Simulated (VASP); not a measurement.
**SnS: single point with PBEsol**

Crystal: SnS.

```
Sn S
1.0
     0.00000    3.98441   -4.23154
     0.00000    3.98441    4.23154
    11.09675    0.00000    0.00000
Sn S
8 8
Direct
  0.06992 0.18008 0.11858
  0.56992 0.68008 0.11858
  0.06992 0.68008 0.38142
  0.56992 0.18008 0.38142
  0.93008 0.31992 0.61858
  0.43008 0.81992 0.61858
  0.93008 0.81992 0.88142
  0.43008 0.31992 0.88142
  0.88762 0.36238 0.85335
  0.38762 0.86238 0.85335
  0.88762 0.86238 0.64665
  0.38762 0.36238 0.64665
  0.11238 0.13762 0.35335
  0.61238 0.63762 0.35335
  0.11238 0.63762 0.14665
  0.61238 0.13762 0.14665
```

The cell isn't the ideal one: the relaxed cell repeated 2 times, on the trajectory's mesh.

- Program: VASP 6.6.1
- Task: single point
- Functional: PBEsol
- Potentials or basis: VASP PAW PBE potentials, release 64 (Sn_d, S)
- Cutoff: 520 eV
- k mesh: 2 × 2 × 1, shifted
- Occupations: gaussian, width 0.02 eV
- Spin: no spin polarisation

- Pressure: 0.7 GPa
- Largest force: 0.558 eV/Å
- Band gap on the k mesh: 1.24 eV

Forces on the atoms (eV/Å):
```
Sn   0.255  0.000 -0.133
Sn   0.255  0.000 -0.133
Sn  -0.255  0.000 -0.133
Sn  -0.255  0.000 -0.133
Sn   0.255  0.000  0.133
Sn   0.255  0.000  0.133
Sn  -0.255  0.000  0.133
Sn  -0.255  0.000  0.133
S    0.552  0.000 -0.083
S    0.552  0.000 -0.083
S   -0.552  0.000 -0.083
S   -0.552  0.000 -0.083
S    0.552  0.000  0.083
S    0.552  0.000  0.083
S   -0.552  0.000  0.083
S   -0.552  0.000  0.083
```

Stress tensor (GPa, compression positive):
```
 5.24  0.00  0.00
 0.00 -0.72  0.00
 0.00  0.00 -2.32
```

Levels at points of the mesh, in eV from the valence-band top:
```csv
k point,band 76,band 77,band 78,band 79,band 80,band 81,band 82,band 83,band 84,band 85
"(0.25, 0.25, 0.00)",-0.84,-0.84,-0.68,-0.64,0.00,1.24,1.42,1.68,1.68,2.73
```

Wall time 3.2 min on 1 thread of Intel(R) Xeon(R) Platinum 8488C (Sapphire Rapids), on a shared host, peak memory 0.44 GiB.

Caveat: the k mesh is coarse (spacing up to 0.57 Å⁻¹), so the values aren't converged; the PAW data sets were made with another functional, which shifts forces and pressure a little; spin-orbit coupling is left out, which moves the levels of the heavy elements. A k mesh can miss the band edges.
